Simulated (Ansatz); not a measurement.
Born–Oppenheimer molecular dynamics of a periodic cell of 30 atoms, BaTiO₃ (surface BaTiO3(100)). It starts from a relaxed structure.

Computed with DFT PBEsol, scalar-relativistic, plane waves, PAW (Ansatz). Settings: PAW set soft_1, cutoff 420 eV, k mesh 2x1x1, fermi-dirac smearing 0.02 eV, no spin polarisation.

```yaml
ensemble: NVT, Nosé–Hoover chain
time_step: 1.5 fs
steps_asked: 60
set_temperature: 700 K
thermostat: time constant 100 fs, chain length 3
atoms_held: 1, 4, 7, 8, 10
seed: 890611
```

First frame:

```xyz
30
Lattice="5.6540 0.0000 0.0000 0.0000 6.9539 0.0000 0.0000 0.0000 21.9632" Properties=species:S:1:pos:R:3
Ba 0.000 0.000 1.000
Ti 2.827 0.974 2.607
O 4.288 0.020 3.305
O 2.827 0.095 1.027
O 1.366 0.020 3.305
Ba 0.000 2.296 4.402
Ti 0.000 3.388 1.000
O 1.390 2.413 1.802
O 2.827 2.310 4.264
O 4.264 2.413 1.802
Ba 2.827 4.578 2.767
Ti 0.000 5.838 4.461
O 1.385 4.677 4.863
O 5.654 4.746 2.052
O 4.269 4.677 4.863
Ba 2.827 0.014 5.993
Ti 5.654 1.130 7.873
O 1.482 0.114 8.333
O 0.000 -0.049 5.872
O 4.172 0.114 8.333
Ba 2.827 2.422 9.494
Ti 2.827 3.314 5.970
O 4.229 2.385 6.683
O 0.000 2.279 9.165
O 1.425 2.385 6.683
Ba 5.654 4.582 7.797
Ti 2.827 5.646 9.030
O 4.099 4.747 9.864
O 2.827 4.675 7.389
O 1.555 4.747 9.864
```

(1) What does the run give?

(2) What happens to the structure?

(3) How do temperature and energy run in time?

Results:

(1) The run went to its last step.

```
steps done                                               : 60
time covered                                             : 90 fs
mean temperature over the second half                    : 381 K
spread of the potential energy over the second half      : 5.1 meV per atom
mean potential energy of the second half above the start : 42.1 meV per atom
```

The conserved energy stayed within 0.16 meV per atom of its start (net change 0.13 meV per atom), so the integration is sound. The mean temperature of the second half is 46 % below the set value. A run of 0.09 ps of so small a system gives no equilibrium averages. Limits of this set-up: coarse k mesh, thin slab, slab without dipole correction, PAW files made for another functional, a typed lattice constant that wasn't relaxed here.

(2) Mean squared displacements from the first frame to the last: Ba 0.02 Å², Ti 0.01 Å², O 0.03 Å². The details hang on the random start.

(3) 
| time (fs) | T (K) | potential energy less start (eV) | conserved less start (meV/atom) |
| --- | --- | --- | --- |
| 0 | 700 | 0.000 | 0.00 |
| 4.5 | 634 | 0.215 | 0.05 |
| 9 | 497 | 0.663 | 0.14 |
| 13.5 | 391 | 1.006 | 0.14 |
| 18 | 322 | 1.232 | 0.10 |
| 22.5 | 256 | 1.451 | 0.12 |
| 27 | 208 | 1.612 | 0.15 |
| 31.5 | 214 | 1.600 | 0.16 |
| 36 | 280 | 1.397 | 0.12 |
| 40.5 | 359 | 1.159 | 0.07 |
| 45 | 392 | 1.074 | 0.08 |
| 49.5 | 390 | 1.109 | 0.13 |
| 54 | 403 | 1.095 | 0.12 |
| 58.5 | 422 | 1.063 | 0.09 |
| 63 | 409 | 1.140 | 0.10 |
| 67.5 | 370 | 1.300 | 0.13 |
| 72 | 340 | 1.427 | 0.15 |
| 76.5 | 343 | 1.446 | 0.14 |
| 81 | 367 | 1.398 | 0.11 |
| 85.5 | 381 | 1.385 | 0.10 |
| 90 | 372 | 1.449 | 0.13 |

Time of the run: 17 min on 2 threads of Arm Neoverse V1, with other jobs on the host, peak memory 1.7 GiB.
